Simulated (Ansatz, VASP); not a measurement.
One calculation of Si, two programs

```xyz
1
Lattice="2.6205 0.0000 0.0000 -1.3103 2.2695 0.0000 0.0000 0.0000 2.4664" Properties=species:S:1:pos:R:3 pbc="T T T"
Si    0.0000    0.0000    0.0000
```

This isn't the form of Si at room conditions, which is diamond.

Alike in both runs: functional r2SCAN50; k mesh 6 × 6 × 6; occupations fermi-dirac, width 0.05 eV; no spin polarisation.

|  | VASP | Ansatz |
| --- | --- | --- |
| version | VASP 6.6.1 | Ansatz 0.2.0 |
| potentials or method | VASP PAW PBE potentials, release 64 (Si) | Ansatz PAW |
| plane-wave cutoff (eV) | 520 | 500 |
| valence electrons in the cell | 4 | 4 |
| task | band structure | single point |

```tsv
	VASP	Ansatz	Ansatz less VASP
gap on the k mesh at the Fermi level (eV)	none	none	-
pressure (GPa)	-1.2	0.8	+1.95
largest component of the traceless stress (GPa)	4.83	5.73	+0.899
```

A gap of «none» marks a metal or a gap that the smearing closes. The functional is the same, so the differences come from potentials, cutoffs and numerics.

Caveats: the k mesh is coarse (spacing up to 0.46 Å⁻¹), so the values aren't converged, least of all with exact exchange; the PAW data sets were made with another functional, which shifts forces and pressure a little (VASP); the PAW data sets come from PBE, with cores solved anew for the run's functional, which leaves a small shift of forces and pressure (Ansatz); the thresholds are loose for stress (Ansatz).
